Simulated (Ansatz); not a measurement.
## Energy and pressure of CuO against volume, without spin

Method: DFT PBE, scalar-relativistic, plane waves, PAW in Ansatz.

```
Cu O
1.0
     1.51360    0.87388    5.66768
    -1.51360    0.87388    5.66768
     0.00000   -1.74776    5.66768
Cu O
2 2
Direct
  0.00000 0.00000 0.00000
  0.50000 0.50000 0.50000
  0.10616 0.10616 0.10616
  0.89384 0.89384 0.89384
```

| Property | Result |
| --- | --- |
| plane-wave cutoff | 420 eV |
| Γ-centred k-mesh | 18×18×18 |
| occupation rule | Gaussian smearing, 0.1 eV |
| spin treatment | unpolarised |

The cell is scaled evenly at fixed fractional positions, V₀ being the volume of the cell shown; start: no spin polarisation. Energies are extrapolated to zero smearing. A spin-polarised state can lie lower, at larger volumes above all.

| V/V₀ | E above lowest (meV/atom) | P (GPa) |
| --- | --- | --- |
| 0.800 | 314.6 | 55.6 |
| 0.860 | 134.0 | 31.7 |
| 0.920 | 38.1 | 14.9 |
| 0.960 | 8.6 | 6.5 |
| 1.000 | 0.0 | -0.1 |
| 1.040 | 8.1 | -5.4 |
| 1.100 | 44.2 | -11.3 |
| 1.180 | 124.0 | -16.6 |

This form isn't the usual stable structure of the compound.

Cost: 8 runs of about 5.9 core-minutes in all, on Arm Neoverse V1 (shared hosts).